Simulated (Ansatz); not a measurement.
## Pd under strains and displacements

The calculation used DFT PBE, scalar-relativistic, plane waves, PAW in Ansatz 0.2.0.

Settings: cutoff 420 eV, Γ-centred mesh 16×16×16 on the computed 1-atom cell, Gaussian smearing of 0.10 eV; no spin polarisation.

Reference cell:

```yaml
crystal:
  lattice:
    - [0.00000, 1.94490, 1.94490]
    - [1.94490, 0.00000, 1.94490]
    - [1.94490, 1.94490, 0.00000]
  atoms:
    - { symbol: Pd, position: [0.00000, 0.00000, 0.00000] }
```

Each variant moves atoms of this cell by the vectors given, if any (Å), and then applies a symmetric strain (tensor components, Cartesian axes). The reference cell isn't relaxed at this level. Energies are per atom at zero smearing, counted from the lowest variant. Pressure is positive in compression.

1. strain (xx yy zz yz xz xy, %) -0.68 5.17 -0.68 4.00 3.81 4.00
2. strain (xx yy zz yz xz xy, %) -1.52 -1.81 -2.42 0.21 0.04 0.10
3. strain (xx yy zz yz xz xy, %) 1.11 -4.89 1.11 0.00 0.00 0.00
4. strain (xx yy zz yz xz xy, %) 4.53 2.69 3.37 -0.07 -0.23 -0.03

```tsv
result	ΔE (meV/atom)	P (GPa)
A	16.4	14.28
B	35.2	4.32
C	57.6	21.89
D	0.0	-8.87
```

(1) Which variant gave which result?

Answers

(1) A is 3, B is 1, C is 2, D is 4. The pressure falls as the cell grows: from the smallest volume to the largest the variants are 2, 3, 1, 4.